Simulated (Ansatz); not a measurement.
Crystal: MoS2.

```
CELL_PARAMETERS angstrom
3.22746 0.00000 0.00000
-1.61373 2.79507 0.00000
0.00000 0.00000 6.31247
ATOMIC_POSITIONS crystal
Mo 0.00000 0.00000 0.50000
S 0.66667 0.33333 0.74468
S 0.33333 0.66667 0.25532
```

Measurements of this composition are mostly on another form, of space group No. 194.

Program: Ansatz 0.2.0. Alike in all runs: potentials or basis Ansatz PAW; cell as given; cutoff (eV) 420. Hardware: 2 threads of Intel(R) Xeon(R) Processor @ 2.50GHz (Skylake/Cascade Lake) (shared host).

Q: Order these runs on this cell by their wall time, lowest first.
A. task single point; level PBE; spin off; k mesh 9 × 9 × 4; smearing gaussian 0.012 eV; mesh quality not flagged
B. task band structure; level HSE06; spin off; k mesh 5 × 5 × 2; smearing fermi-dirac 0.05 eV; points for each segment of the path 4; mesh quality coarse
C. task band structure; level PBEsol; spin SOC, no magnetisation; k mesh 7 × 7 × 3; smearing fermi-dirac 0.05 eV; points for each segment of the path 14; mesh quality not flagged
D. task band structure; level BLYP; spin off; k mesh 9 × 9 × 4; smearing fermi-dirac 0.05 eV; points for each segment of the path 14; mesh quality not flagged

A: A (2.7 s), D (6.2 s), C (44 s), B (210 s).

Caveats: some runs use coarse meshes.
